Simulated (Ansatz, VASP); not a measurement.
# Mo in VASP and in Ansatz

```
Mo
1.0
    -1.59965    1.59965    1.58381
     1.59965   -1.59965    1.58381
     1.59965    1.59965   -1.58381
Mo
1
Direct
  0.00000 0.00000 0.00000
```

Change from the starting cell: strain = 0.01.

Alike in both runs: task single point; functional PBE; k mesh 12 × 12 × 12; occupations fermi-dirac, width 0.05 eV; no spin polarisation.

```csv
,VASP,Ansatz
version,VASP 6.6.1,Ansatz 0.2.0
potentials or method,"VASP PAW PBE potentials, release 64 (Mo_sv)",Ansatz PAW
plane-wave cutoff (eV),520,420
valence electrons in the cell,14,14
```

|  | VASP | Ansatz | Ansatz less VASP |
| --- | --- | --- | --- |
| gap on the k mesh at the Fermi level (eV) | none | none | - |
| pressure (GPa) | -6.2 | -6.7 | -0.46 |
| largest component of the traceless stress (GPa) | 2.22 | 2.22 | +0.001 |

A gap of «none» marks a metal or a gap that the smearing closes. With one functional, cell and mesh, what is left measures potentials, basis and numerics.
